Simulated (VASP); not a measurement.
Crystal: HfS2.

```
Hf S
1.0
     3.63966    0.00000    0.00000
    -1.81983    3.15204    0.00000
     0.00000    0.00000    6.05556
Hf S
1 2
Cartesian
  0.0000 0.0000 0.0000
  1.8198 1.0507 4.6262
  0.0000 2.1014 1.4294
```

The cell is a database's computed one.

* Program: VASP 6.6.1
* Task: relaxation of cell and atoms
* Functional: LDA
* Potentials or basis: VASP PAW LDA potentials, release 64 (Hf_pv, S)
* Cutoff: 600 eV
* k mesh: 9 × 9 × 5
* Occupations: gaussian, width 0.03 eV
* Spin: no spin polarisation

At the start: pressure -4.2 GPa; volume 23.16 Å³/atom.

Q: Where does the relaxation end?

A: Over 13 steps the energy falls by 23.6 meV/atom and the volume is 20.72 Å³/atom (-10.5 %); space group P-3m1 (No. 164, to 0.05 Å).

The path:
```
step  energy change (eV)  largest force (eV/Å)  pressure (GPa)  volume (Å³)
   1              0.0000                0.2504           -4.22        69.47
   2              0.0296                1.0641            6.29        63.52
   3             -0.0393                0.2766           -0.15        66.82
   4             -0.0393                0.2877           -0.07        66.77
   5             -0.0459                0.1945           -0.09        66.36
   6             -0.0489                0.0691           -0.13        65.83
   7             -0.0527                0.0613           -0.16        65.44
   8             -0.0625                0.0387           -0.22        64.27
   9             -0.0706                0.0157           -0.06        61.92
  10             -0.0708                0.0004           -0.11        62.35
  11             -0.0709                0.0042           -0.09        62.22
  12             -0.0704                0.0595            0.53        61.86
  13             -0.0709                0.0056            0.01        62.17
```

Final structure:
```xyz
3
Lattice="3.5557 0.0000 0.0000 -1.7779 3.0794 0.0000 0.0000 0.0000 5.6778" Properties=species:S:1:pos:R:3 pbc="T T T"
Hf    0.0000    0.0000    0.0000
S     1.7779    1.0265    4.2349
S     0.0000    2.0529    1.4429
```
